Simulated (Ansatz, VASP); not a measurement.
# Two plane-wave programs on SiO2

Contents of INCAR:

```
SYSTEM = SiO2
ALGO = Normal
EDIFF = 1E-6
ENCUT = 520
GGA = PE
ISIF = 2
ISMEAR = 0
LASPH = .TRUE.
LCHARG = .FALSE.
LREAL = .FALSE.
LWAVE = .FALSE.
NBANDS = 25
NELM = 100
PREC = Accurate
SIGMA = 0.05
```

Contents of KPOINTS:

```
k-points
0
G
  6 6 8
  0 0 0
```

The input POSCAR:

```
SiO2
1.0
    4.4055611957      0.0000000000      0.0000000000
    0.0000000000      4.4055611957      0.0000000000
    0.0000000000      0.0000000000      2.6904781063
Si O
2 4
Direct
    0.5000000000      0.5000000000      0.5000000000
    0.0000000000      0.0000000000      0.0000000000
    0.6930152167      0.6930152167      0.0000000000
    0.1930152167      0.8069847833      0.5000000000
    0.3069847833      0.3069847833      0.0000000000
    0.8069847833      0.1930152167      0.5000000000
```

Input for Ansatz:

```yaml
crystal:
  lattice:
    - [4.4055611957, 0.0, 0.0]
    - [0.0, 4.4055611957, 0.0]
    - [0.0, 0.0, 2.6904781063]
  atoms:
    - { symbol: Si, position: [0.5, 0.5, 0.5] }
    - { symbol: Si, position: [0.0, 0.0, 0.0] }
    - { symbol: O, position: [0.6930152167, 0.6930152167, 0.0] }
    - { symbol: O, position: [0.1930152167, 0.8069847833, 0.5] }
    - { symbol: O, position: [0.3069847833, 0.3069847833, 0.0] }
    - { symbol: O, position: [0.8069847833, 0.1930152167, 0.5] }
basis:
  ecutwfc: 420
kpoints:
  mp_grid: { grid: [6, 6, 8] }
hamiltonian:
  xc: pbe
scf:
  occupations: { method: gaussian, width: 0.05 }
output:
  forces: true
  stress: true
  eigenvalues: true
```

Change from the starting cell: strain +0.040 along x and y, +0.000 along z, atoms carried along.

Alike in both runs: task single point; functional PBE; k mesh 6 × 6 × 8; occupations gaussian, width 0.05 eV; no spin polarisation.

```csv
,VASP,Ansatz
version,VASP 6.6.1,Ansatz 0.2.0
potentials or method,"VASP PAW PBE potentials, release 64 (Si, O)","scalar-relativistic, plane waves, PAW"
plane-wave cutoff (eV),520,420
valence electrons in the cell,32,32
```

|  | VASP | Ansatz | Ansatz less VASP |
| --- | --- | --- | --- |
| gap on the k mesh at the Fermi level (eV) | 3.87 | 3.89 | +0.021 |
| least direct gap on the mesh (eV) | 3.87 | 3.89 | +0.021 |
| pressure (GPa) | -17.8 | -17.9 | -0.11 |
| largest component of the traceless stress (GPa) | 7.04 | 6.62 | -0.422 |
| rms of the force components (eV/Å) | 0.404 | 0.415 | +0.0109 |

Atom by atom the forces differ by 0.011 eV/Å (rms over components). The functional is the same, so the differences come from potentials, cutoffs and numerics.

Caveats: so large a pressure means that the cell lies far from this level's equilibrium, or that cutoff or potentials fall short (VASP). A k mesh can miss the band edges.
